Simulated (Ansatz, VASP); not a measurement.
# CdTe in VASP and in Ansatz

```
CELL_PARAMETERS angstrom
0.00000 3.20500 3.20500
3.20500 0.00000 3.20500
3.20500 3.20500 0.00000
ATOMIC_POSITIONS crystal
Te 0.75000 0.75000 0.75000
Cd 0.00000 0.00000 0.00000
```

Alike in both runs: functional PBE; k mesh 7 × 7 × 7; occupations gaussian, width 0.02 eV; no spin polarisation.

```csv
,VASP,Ansatz
version,VASP 6.6.1,Ansatz 0.2.0
potentials or method,"VASP PAW PBE potentials, release 64 (Te, Cd)",Ansatz PAW
plane-wave cutoff (eV),520,420
valence electrons in the cell,18,36
task,atomic charges,single point
```

VASP gave:

| Property | Result |
| --- | --- |
| gap on the k mesh at the Fermi level (eV) | 0.87 |
| least direct gap on the mesh (eV) | 0.87 |
| pressure (GPa) | 4.4 |

**Question.** What did Ansatz give for the same quantities?

**Answer.** gap on the k mesh at the Fermi level (eV): 0.87; least direct gap on the mesh (eV): 0.87; pressure (GPa): 4.2.

The functional is the same, so the differences come from potentials, cutoffs and numerics. The two sets of potentials don't hold the same shells in valence.

Caveats: spin-orbit coupling is left out, which moves the levels of the heavy elements; odd divisions of the mesh miss points on the zone boundary, where band edges often lie, so the gap on the mesh can be too wide (Ansatz). A hybrid or GW would open this gap; PBE tends to underestimate it.
